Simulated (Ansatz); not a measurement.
BaTe in the zincblende structure: what the numbers say

Method: PBE, scalar-relativistic; no spin polarisation; PAW, 420 eV, 8×8×8 k-mesh, Gaussian smearing of 0.05 eV; code Ansatz. The datasets are Ansatz's generated set soft_2.

This is a trial structure: the heavier alkaline earths' oxides and chalcogenides take the rock-salt structure.

The relaxed structure (symmetry read at 0.01 Å). The structure is cubic, space group F-43m (No. 216). The conventional cell has a = 7.829 Å, b = 7.829 Å, c = 7.829 Å, α = 90.00°, β = 90.00°, γ = 90.00°. Ba (site symmetry -43m) is surrounded by 4 Te at 3.39 Å. Around Te (site symmetry -43m) lie 4 Ba at 3.39 Å. (Neighbours are counted to 15 % beyond the shortest distance.)

Results at this level of theory:

- Volume: 59.98 Å³/atom
- Band gap: 2.57 eV
- Smallest direct gap: 2.94 eV
- Bader charges: Ba 1.37; Te -1.37 e
- Formation energy from the elements (0 K, uncorrected): -1.55 eV/atom
- Bulk modulus (Birch–Murnaghan): 18.5 GPa
- Pressure derivative B0′: 4.1
- Shear modulus (Hill): 2.2 GPa
- Young's modulus: 6.4 GPa
- Poisson's ratio: 0.44
- Elastically stable: barely (least eigenvalue 1.9 GPa), so the shear moduli are uncertain

Should it be a metal or an insulator?

Formal charges Ba²⁺, Te²⁻ balance and leave closed shells on every ion, so a band insulator is expected, and the gap is 2.57 eV.

How ionic is it?

Bader charges against formal ones: Ba +1.37 (+2), Te −1.37 (−2). The cations give up 69 % of the formal charge; Bader charges stay under formal ones because the anions' density reaches into the cations' basins.

How stiff is it, in energy terms?

B0·V0 = 18.5 GPa × 59.98 Å³ = 6.93 eV/atom sets the scale: near the minimum ΔE ≈ ½ B0 V0 x², with x = V/V0 − 1, and a pressure of 0.19 GPa squeezes the volume by about 1 %. At the ends of the curve: x = −5.5 % predicts 10.5 meV/atom and the run gives 11.5; x = +10.0 % predicts 34.6 meV/atom and the run gives 29.4. The curve is steeper than the parabola on the compressed side and flatter on the expanded side: the bulk modulus rises with pressure.

Which Debye temperature follows from the elastic moduli?

K = 18.5 GPa and G = 2.2 GPa (Hill). With a density of 3.667 g/cm³ (mean mass 132.5 u, 59.98 Å³/atom), K = 18.51 and G = 2.21 GPa from the unrounded constants, v_l = √((K + 4G/3)/ρ) = 2420 m/s and v_t = √(G/ρ) = 780 m/s. The mean [(1/v_l³ + 2/v_t³)/3]^(−1/3) is 880 m/s, and θ_D = (ħ/k_B)(6π²/V)^(1/3) v_m ≈ 67 K, with V the volume an atom.

Kohn–Sham gaps of semilocal functionals lie under measured ones, often by a third or more. No spin–orbit coupling, a notable omission for heavy elements.
